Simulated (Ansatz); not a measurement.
Wanted: the native input for an Ansatz 0.2.0 run.

- Task: single point
- Functional: PBE
- Potentials or basis: Ansatz PAW
- Cutoff: 420 eV (not typed: the program's choice for these potentials)
- k mesh: 9 × 9 × 9
- Occupations: gaussian, width 0.016 eV
- Spin: no spin polarisation

Crystal: Sn.

```xyz
2
Lattice="-2.9401 2.9401 1.5993 2.9401 -2.9401 1.5993 2.9401 2.9401 -1.5993" Properties=species:S:1:pos:R:3 pbc="T T T"
Sn    0.0000    0.0000    0.0000
Sn    0.0000    2.9401    0.7997
```

The input as run:

input.yaml

```yaml
crystal:
  lattice:
    - [-2.9401404553, 2.9401404553, 1.5993019889]
    - [2.9401404553, -2.9401404553, 1.5993019889]
    - [2.9401404553, 2.9401404553, -1.5993019889]
  atoms:
    - { symbol: Sn, position: [0.0, 0.0, 0.0] }
    - { symbol: Sn, position: [0.75, 0.25, 0.5] }
hamiltonian:
  xc: pbe
  pseudopotentials: { kind: paw }
kpoints:
  mp_grid: { grid: [9, 9, 9] }
scf:
  occupations: { method: gaussian, width: 0.016 }
output:
  forces: true
  stress: true
  eigenvalues: true
```

Potentials or basis: Ansatz PAW.

The run is started by

```console
$ ansatz run input.yaml --threads 2 --pin off --max-ram 5632MiB --backend cpu --events-out ev --progress --plain --runs-dir out
```

It gave:

```yaml
Pressure: 1.4 GPa
Band_gap_on_the_k_mesh: none (metal or under the smearing width)
```

Wall time 10 s on 2 threads of Intel(R) Xeon(R) Processor @ 2.50GHz (Skylake/Cascade Lake), with other jobs on the host, peak memory 0.38 GiB.
